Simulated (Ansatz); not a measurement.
# Titanium, hcp under BLYP: structure, energy and stiffness, part 2 of 2

Aim: take titanium in the hcp structure, relax it, solve it on a dense k-mesh, switch on spin-orbit coupling, then scale the cell to 7 volumes from 88 to 112 % of the relaxed one and try a fit of the equation of state. The start is ferromagnetic. The k-meshes are 12×12×7 for the relaxation; 20×20×11 for the dense run; 12×12×7 for spin-orbit coupling; 20×20×11 for the volumes. The starting cell is the deposited one, from the Crystallography Open Database.

Ansatz 0.2.0; DFT, BLYP, plane waves (420 eV) with PAW, scalar-relativistic. Earlier steps stand in the parts before.

## (8) At 100 % of the relaxed volume

Contents of input.yaml:

```yaml
crystal:
  lattice:
    - [2.9609664028, 0.0, 0.0]
    - [-1.4804832014, 2.5642721246, 0.0]
    - [0.0, 0.0, 4.687787055]
  atoms:
    - { symbol: Ti, position: [0.3333333333, 0.6666666667, 0.25], spin: 1.0 }
    - { symbol: Ti, position: [0.6666666667, 0.3333333333, 0.75], spin: 1.0 }
hamiltonian:
  xc: blyp
  pseudopotentials:
    kind: paw
    azcp:
      Ti: "pseudopotentials/Ti.paw.azcp"
basis:
  ecutwfc: 420
  fft_grid_basis: typed
kpoints:
  mp_grid: { grid: [20, 20, 11], shift: [0, 0, 0] }
magnetization:
  spin_polarized: true
scf:
  occupations: { method: fermi_dirac, width: 0.05 }
output:
  stress: true
```

What it wrote, cut to the lines that bear on the results:

```text
Warning: RAYON_NUM_THREADS=4 ignored (pool sized by the plan → 4); use --threads N
[...]
Pseudopotentials: kind: paw
Pseudopotential: Ti, paw, valence charge 12, recommended cutoff 420 eV (normal), <dir>
Functional definition: BLYP
[...]
Crystal: 2 atoms, lattice volume = 35.593 Å³
Basis set: ecut = 420 eV, 687 PW (Γ), exchange–correlation on 40×40×64 points (8 copies of the dense FFT grid, shifted against one another)
Bands: 17, of which v1, the nominal top of the filled ones, is band 12 counted from 1 (11 counted from 0)
Symmetry: 24 space group operations
Space group: P63/mmc (ITA 194), of the structure as read, at distance tolerance 3.3e-5 Å
Magnetic group: BNS 194.263 (UNI 1493), of the structure as read, at distance tolerance 3.3e-5 Å
k-points: 264 of 4400
[...]
Starting moments: Σ|m| = 2 μB on 2 of 2 sites
[...]
SCF iter   1: F=—  HF=-5012.313198 eV  |F-HF|=—  |Δ(HF+E_count)|=         —  Δρ=6.98e-2 (↑6.98e-2 ↓3.52e-2)  dr2=8.23e-1  dr2_m=8.18e-1  M=0.132 μB ∫|m|=0.151 μB  β_m=0.30  ethr=3.10e-3  ⟨swp⟩=4.3  Hψ=37564  notcnv=0
[...]
SCF iter  10: F=-5011.798617 eV  HF=-5011.798617 eV  |F-HF|=9.09e-13  |Δ(HF+E_count)|=  5.46e-11  Δρ=5.60e-8 (↑4.03e-8 ↓5.60e-8)  dr2=1.14e-12  dr2_m=4.73e-13  M=0.000 μB ∫|m|=0.000 μB  ethr=1.00e-12  ⟨swp⟩=1.0  Hψ=21861  notcnv=0
[...]
WARN: the starting moments were not kept: the SCF closed with an absolute magnetisation of 1.0e-6 μB, where they sum to 2 μB in size (2 sites). That is at most 0.1 of that sum. Measured as dr2_m measures the in/out step, that magnetisation stands 1.8e-13 eV from none, at or under the [...]
SCF converged after 10 iterations
Magnetization: 0.0000 μB (12.0000 up, 12.0000 down)
Absolute magnetization: 0.0000 μB (∫|ρ↑−ρ↓|, with the PAW one-centre terms)
Spin contamination: 0.0000 ħ² per cell (⟨S²⟩ above its minimum at these occupations)
Per-site moments (μB) at R_I (Å): [(1.7045861858634675e-7, 1.1966963802445745), (1.704586186093924e-7, 1.1966963802445745)]
Free energy (F): -5011.798617 eV
[...]
E sigma→0 (E₀):  -5011.789504 eV
Entropy (-TS):   -0.018226 eV (-9.113 meV/atom)
Fermi energy:    13.449225 eV
[...]
--- Stress (GPa, compression-positive) ---
       -0.001728       0.000000       0.000000
       -0.000000      -0.001728       0.000000
        0.000000       0.000000      -0.155125
  P = ⅓ Tr σ = -0.0529 GPa (-0.529 kbar)
```

It took 9.8 s on 4 threads of an Arm CPU, shared host; peak memory 0.53 GiB.

## (9) At 104 % of the relaxed volume

input.yaml: that of step 8 with these lines changed.

```diff
@@ -2,5 +2,5 @@
   lattice:
-    - [2.9609664028, 0.0, 0.0]
-    - [-1.4804832014, 2.5642721246, 0.0]
-    - [0.0, 0.0, 4.687787055]
+    - [2.9999309554, 0.0, 0.0]
+    - [-1.4999654777, 2.598016417, 0.0]
+    - [0.0, 0.0, 4.7494755379]
   atoms:
```

What it wrote, cut to the lines that bear on the results:

```text
Warning: RAYON_NUM_THREADS=4 ignored (pool sized by the plan → 4); use --threads N
[...]
[... 3 set-up lines as earlier in the session ...]
[...]
Crystal: 2 atoms, lattice volume = 37.017 Å³
Basis set: ecut = 420 eV, 711 PW (Γ), exchange–correlation on 48×48×64 points (8 copies of the dense FFT grid, shifted against one another)
Bands: 17, of which v1, the nominal top of the filled ones, is band 12 counted from 1 (11 counted from 0)
[... 2 set-up lines as earlier in the session ...]
Magnetic group: BNS 194.263 (UNI 1493), of the structure as read, at distance tolerance 3.3e-5 Å
k-points: 264 of 4400
[...]
Starting moments: Σ|m| = 2 μB on 2 of 2 sites
[...]
SCF iter   1: F=—  HF=-5012.336134 eV  |F-HF|=—  |Δ(HF+E_count)|=         —  Δρ=6.83e-2 (↑6.83e-2 ↓3.39e-2)  dr2=8.42e-1  dr2_m=8.08e-1  M=0.139 μB ∫|m|=0.161 μB  β_m=0.30  ethr=3.10e-3  ⟨swp⟩=4.3  Hψ=37381  notcnv=0
[...]
SCF iter  10: F=-5011.780587 eV  HF=-5011.780587 eV  |F-HF|=9.09e-13  |Δ(HF+E_count)|=  7.28e-11  Δρ=6.66e-8 (↑4.71e-8 ↓6.66e-8)  dr2=1.60e-12  dr2_m=7.08e-13  M=0.000 μB ∫|m|=0.000 μB  ethr=1.00e-12  ⟨swp⟩=1.0  Hψ=22080  notcnv=0
[...]
WARN: the starting moments were not kept: the SCF closed with an absolute magnetisation of 1.3e-6 μB, where they sum to 2 μB in size (2 sites). That is at most 0.1 of that sum. Measured as dr2_m measures the in/out step, that magnetisation stands 2.8e-13 eV from none, at or under the [...]
SCF converged after 10 iterations
Magnetization: 0.0000 μB (12.0000 up, 12.0000 down)
Absolute magnetization: 0.0000 μB (∫|ρ↑−ρ↓|, with the PAW one-centre terms)
Spin contamination: 0.0000 ħ² per cell (⟨S²⟩ above its minimum at these occupations)
Per-site moments (μB) at R_I (Å): [(2.644518595322902e-7, 1.2124441911668773), (2.6445185948030726e-7, 1.2124441911668773)]
Free energy (F): -5011.780587 eV
[...]
E sigma→0 (E₀):  -5011.771041 eV
Entropy (-TS):   -0.019094 eV (-9.547 meV/atom)
Fermi energy:    12.850844 eV
[...]
--- Stress (GPa, compression-positive) ---
       -3.811010       0.000000       0.000000
       -0.000000      -3.811010       0.000000
        0.000000       0.000000      -4.028418
  P = ⅓ Tr σ = -3.8835 GPa (-38.835 kbar)
```

Run time: 10 s. Hardware: 4 threads of an Arm CPU, shared host; peak memory 0.54 GiB.

## (10) At 108 % of the relaxed volume

input.yaml: that of step 9 with these lines changed.

```diff
@@ -2,5 +2,5 @@
   lattice:
-    - [2.9999309554, 0.0, 0.0]
-    - [-1.4999654777, 2.598016417, 0.0]
-    - [0.0, 0.0, 4.7494755379]
+    - [3.0379087966, 0.0, 0.0]
+    - [-1.5189543983, 2.6309061923, 0.0]
+    - [0.0, 0.0, 4.8096018643]
   atoms:
```

What it wrote, cut to the lines that bear on the results:

```text
Warning: RAYON_NUM_THREADS=4 ignored (pool sized by the plan → 4); use --threads N
[...]
[... 3 set-up lines as earlier in the session ...]
[...]
Crystal: 2 atoms, lattice volume = 38.441 Å³
Basis set: ecut = 420 eV, 749 PW (Γ), exchange–correlation on 48×48×72 points (8 copies of the dense FFT grid, shifted against one another)
Bands: 17, of which v1, the nominal top of the filled ones, is band 12 counted from 1 (11 counted from 0)
[... 1 set-up line as earlier in the session ...]
Space group: P63/mmc (ITA 194), of the structure as read, at distance tolerance 3.4e-5 Å
Magnetic group: BNS 194.263 (UNI 1493), of the structure as read, at distance tolerance 3.4e-5 Å
k-points: 264 of 4400
[...]
Starting moments: Σ|m| = 2 μB on 2 of 2 sites
[...]
SCF iter   1: F=—  HF=-5012.310917 eV  |F-HF|=—  |Δ(HF+E_count)|=         —  Δρ=6.69e-2 (↑6.69e-2 ↓3.27e-2)  dr2=8.57e-1  dr2_m=7.97e-1  M=0.147 μB ∫|m|=0.171 μB  β_m=0.30  ethr=3.10e-3  ⟨swp⟩=4.3  Hψ=37389  notcnv=0
[...]
SCF iter  10: F=-5011.731551 eV  HF=-5011.731551 eV  |F-HF|=0.00e0  |Δ(HF+E_count)|=  9.73e-11  Δρ=7.69e-8 (↑5.42e-8 ↓7.69e-8)  dr2=1.99e-12  dr2_m=1.04e-12  M=0.000 μB ∫|m|=0.000 μB  ethr=1.00e-12  ⟨swp⟩=1.0  Hψ=22154  notcnv=0
[...]
WARN: the starting moments were not kept: the SCF closed with an absolute magnetisation of 1.6e-6 μB, where they sum to 2 μB in size (2 sites). That is at most 0.1 of that sum. Measured as dr2_m measures the in/out step, that magnetisation stands 4.6e-13 eV from none, at or under the [...]
SCF converged after 10 iterations
Magnetization: 0.0000 μB (12.0000 up, 12.0000 down)
Absolute magnetization: 0.0000 μB (∫|ρ↑−ρ↓|, with the PAW one-centre terms)
Spin contamination: 0.0000 ħ² per cell (⟨S²⟩ above its minimum at these occupations)
Per-site moments (μB) at R_I (Å): [(3.8296762824092144e-7, 1.2277932154133975), (3.829676281657308e-7, 1.2277932154133975)]
Free energy (F): -5011.731551 eV
[...]
E sigma→0 (E₀):  -5011.721564 eV
Entropy (-TS):   -0.019975 eV (-9.987 meV/atom)
Fermi energy:    12.294500 eV
[...]
--- Stress (GPa, compression-positive) ---
       -6.960182       0.000000       0.000000
        0.000000      -6.960182       0.000000
        0.000000       0.000000      -7.233780
  P = ⅓ Tr σ = -7.0514 GPa (-70.514 kbar)
```

It took 12 s on 4 threads of an Arm CPU, shared host; peak memory 0.55 GiB.

## (11) At 112 % of the relaxed volume

input.yaml: that of step 10 with these lines changed.

```diff
@@ -2,5 +2,5 @@
   lattice:
-    - [3.0379087966, 0.0, 0.0]
-    - [-1.5189543983, 2.6309061923, 0.0]
-    - [0.0, 0.0, 4.8096018643]
+    - [3.0749601165, 0.0, 0.0]
+    - [-1.5374800582, 2.6629935765, 0.0]
+    - [0.0, 0.0, 4.8682613267]
   atoms:
```

What it wrote, cut to the lines that bear on the results:

```text
Warning: RAYON_NUM_THREADS=4 ignored (pool sized by the plan → 4); use --threads N
[...]
[... 3 set-up lines as earlier in the session ...]
[...]
Crystal: 2 atoms, lattice volume = 39.864 Å³
Basis set: ecut = 420 eV, 773 PW (Γ), exchange–correlation on 48×48×72 points (8 copies of the dense FFT grid, shifted against one another)
Bands: 17, of which v1, the nominal top of the filled ones, is band 12 counted from 1 (11 counted from 0)
[... 2 set-up lines as earlier in the session ...]
Magnetic group: BNS 194.263 (UNI 1493), of the structure as read, at distance tolerance 3.4e-5 Å
k-points: 264 of 4400
[...]
Starting moments: Σ|m| = 2 μB on 2 of 2 sites
[...]
SCF iter   1: F=—  HF=-5012.247222 eV  |F-HF|=—  |Δ(HF+E_count)|=         —  Δρ=6.54e-2 (↑6.54e-2 ↓3.16e-2)  dr2=8.66e-1  dr2_m=7.86e-1  M=0.156 μB ∫|m|=0.182 μB  β_m=0.30  ethr=3.10e-3  ⟨swp⟩=4.2  Hψ=37269  notcnv=0
[...]
SCF iter  10: F=-5011.656898 eV  HF=-5011.656898 eV  |F-HF|=0.00e0  |Δ(HF+E_count)|=  1.30e-10  Δρ=8.87e-8 (↑6.24e-8 ↓8.87e-8)  dr2=2.60e-12  dr2_m=1.48e-12  M=0.000 μB ∫|m|=0.000 μB  ethr=1.00e-12  ⟨swp⟩=1.0  Hψ=22974  notcnv=0
[...]
WARN: the starting moments were not kept: the SCF closed with an absolute magnetisation of 2.0e-6 μB, where they sum to 2 μB in size (2 sites). That is at most 0.1 of that sum. Measured as dr2_m measures the in/out step, that magnetisation stands 7.1e-13 eV from none, at or under the [...]
SCF converged after 10 iterations
Magnetization: 0.0000 μB (12.0000 up, 12.0000 down)
Absolute magnetization: 0.0000 μB (∫|ρ↑−ρ↓|, with the PAW one-centre terms)
Spin contamination: 0.0000 ħ² per cell (⟨S²⟩ above its minimum at these occupations)
Per-site moments (μB) at R_I (Å): [(5.24842580314061e-7, 1.2427677792167078), (5.248425801513322e-7, 1.2427677792167078)]
Free energy (F): -5011.656898 eV
[...]
E sigma→0 (E₀):  -5011.646456 eV
Entropy (-TS):   -0.020885 eV (-10.442 meV/atom)
Fermi energy:    11.775975 eV
[...]
--- Stress (GPa, compression-positive) ---
       -9.556598       0.000000       0.000000
        0.000000      -9.556598       0.000000
        0.000000       0.000000      -9.882054
  P = ⅓ Tr σ = -9.6651 GPa (-96.651 kbar)
```

Wall time 12 s (4 threads of an Arm CPU, shared host); peak memory 0.55 GiB.

## (12) Energy and pressure against volume

The cell was scaled evenly, with its shape and the fractional positions fixed.

| V (Å³/atom) | E − E₀ (meV/atom) | P from the stress (GPa) | P from the fit (GPa) |
| --- | --- | --- | --- |
| 15.661 | 101.1 | 16.91 | 16.90 |
| 16.373 | 41.6 | 10.16 | 10.11 |
| 17.085 | 9.5 | 4.57 | 4.52 |
| 17.797 | 0.0 | -0.05 | -0.10 |
| 18.508 | 9.2 | -3.88 | -3.93 |
| 19.220 | 34.0 | -7.05 | -7.10 |
| 19.932 | 71.5 | -9.67 | -9.73 |

A third-order Birch-Murnaghan fit gives V₀ = 17.779 Å³/atom, B₀ = 105 GPa and B₀′ = 3.7; it misses no point by more than 0.02 meV/atom.

## (13) Results

This closing draws on all 2 parts.

| quantity | value |
| --- | --- |
| space group (spins left aside) | P6_3/mmc (No. 194) |
| conventional cell | a = 2.961 Å, c = 4.688 Å (c/a = 1.583) |
| volume | 17.797 Å³/atom |
| shortest distance | 2.901 Å |
| against the deposited volume | +0.8 % (17.658 Å³/atom) |
| gap on the mesh | none (levels filled in part) |
| magnetic state | non-magnetic |
| V₀, B₀, B₀′ | 17.779 Å³/atom, 105 GPa, 3.7 |

What this shows: The volume comes out 0.8 % larger than measured. Zero-point motion and any thermal expansion in the deposited cell, which the calculation lacks, would widen the miss. The starting moments do not survive. No gap shows: it is a metal or semimetal at this level. The total energy of the spin-orbit run (on a coarser mesh) lies -71 meV/atom from the scalar one; mesh and treatment of the core enter this figure, so it is no spin-orbit energy. The fitted modulus is 105 GPa; letting shape and positions relax at each volume could only lower it.
